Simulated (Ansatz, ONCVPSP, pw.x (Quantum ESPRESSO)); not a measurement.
# pw.x on fcc Bi: one setting changed

Potential: optimised norm-conserving Vanderbilt (ONCV), ONCVPSP 4.0.1.1 (patched build), PBE; core [Xe] 4f14, reference 5d10 6s2 6p3; waves: 6s: rc 1.65 bohr, ncon 4, nbas 7, qcut 3.6 1/bohr, local; 6p: rc 2.45 bohr, ncon 4, nbas 8, qcut 3.6 1/bohr, 2 projectors, debl 1.2 Ha; 5d: rc 1.65 bohr, ncon 4, nbas 9, qcut 11.3 1/bohr, 2 projectors, debl 2.2 Ha; f scattering state at 0.42 Ha: rc 2.25 bohr, ncon 4, nbas 7, qcut 4.8 1/bohr, 2 projectors, debl 3.9 Ha; local part: the s channel; core correction: none.

The reference run (k-mesh 11³, cutoffs 110/440 Ry, Fermi–Dirac 0.01 Ry, mixing_beta 0.4, conv_thr 1e-9, no spin) gives -0.07 GPa at 31.849 Å³/atom, where all-electron LAPW gives 0.07 GPa. This run, with its own iteration cap, changes mixing_ndim to 16.

```
&control
  calculation='scf', prefix='x', pseudo_dir='./', outdir='./tmp', tstress=.true., disk_io='none'
/
&system
  ibrav=0, nat=1, ntyp=1, ecutwfc=110, ecutrho=440, nbnd=15,
  occupations='smearing', smearing='fd', degauss=0.01
/
&electrons
  conv_thr=1e-09, mixing_beta=0.4, electron_maxstep=60, mixing_ndim=16
/
ATOMIC_SPECIES
Bi 1.0 Bi.UPF
CELL_PARAMETERS angstrom
  0.00000000 2.51587235 2.51587235
  2.51587235 0.00000000 2.51587235
  2.51587235 2.51587235 0.00000000
ATOMIC_POSITIONS crystal
Bi 0.0000 0.0000 0.0000
K_POINTS automatic
11 11 11 0 0 0
```

```bash
pw.x < Bi.scf.in > Bi.scf.out
```

Task: How does the run end?

Result: It converges in 8 iterations; the free energy moves by +0.0 meV/atom and the pressure by +0.00 GPa. The result is that of the reference run.

```
Message from routine setup:
     using ibrav=0 with symmetry is DISCOURAGED, use correct ibrav instead
     lattice parameter (alat)  =       6.7236  a.u.
     unit-cell volume          =     214.9277 (a.u.)^3
     number of electrons       =        15.00
     number of Kohn-Sham states=           15
     kinetic-energy cutoff     =     110.0000  Ry
     charge density cutoff     =     440.0000  Ry
     scf convergence threshold =      1.0E-09
     Exchange-correlation= PBE
     number of k points=    56  Fermi-Dirac smearing, width (Ry)=  0.0100
     iteration #  1     ecut=   110.00 Ry     beta= 0.40
     c_bands:  1 eigenvalues not converged
     c_bands:  1 eigenvalues not converged
     total energy              =    -141.52689547 Ry
     estimated scf accuracy    <       0.00190157 Ry
     iteration #  2     ecut=   110.00 Ry     beta= 0.40
     total energy              =    -141.52694789 Ry
     estimated scf accuracy    <       0.00044865 Ry
     iteration #  3     ecut=   110.00 Ry     beta= 0.40
     total energy              =    -141.52699570 Ry
     estimated scf accuracy    <       0.00003167 Ry
     iteration #  4     ecut=   110.00 Ry     beta= 0.40
     total energy              =    -141.52699859 Ry
     estimated scf accuracy    <       0.00000030 Ry
     iteration #  5     ecut=   110.00 Ry     beta= 0.40
     total energy              =    -141.52699893 Ry
     estimated scf accuracy    <       0.00000007 Ry
     iteration #  6     ecut=   110.00 Ry     beta= 0.40
     total energy              =    -141.52699894 Ry
     estimated scf accuracy    <       0.00000002 Ry
     iteration #  7     ecut=   110.00 Ry     beta= 0.40
     total energy              =    -141.52699895 Ry
     estimated scf accuracy    <          2.7E-09 Ry
     iteration #  8     ecut=   110.00 Ry     beta= 0.40
     the Fermi energy is    11.5792 ev
!    total energy              =    -141.52699895 Ry
     estimated scf accuracy    <          4.7E-11 Ry
     smearing contrib. (-TS)   =      -0.00379498 Ry
     The total energy is F=E-TS. E is the sum of the following terms:
     one-electron contribution =     -48.43107736 Ry
     hartree contribution      =      31.64057486 Ry
     xc contribution           =     -16.24229692 Ry
     ewald contribution        =    -108.49040454 Ry
     convergence has been achieved in   8 iterations
          total   stress  (Ry/bohr**3)                   (kbar)     P=       -0.71
     Message from routine punch:
     Nothing written, as per user request (disk_io='none')
```

The run took about 1.9 min on one core of a shared host (Neoverse-N1, 64 threads, 124 GiB, load 55).
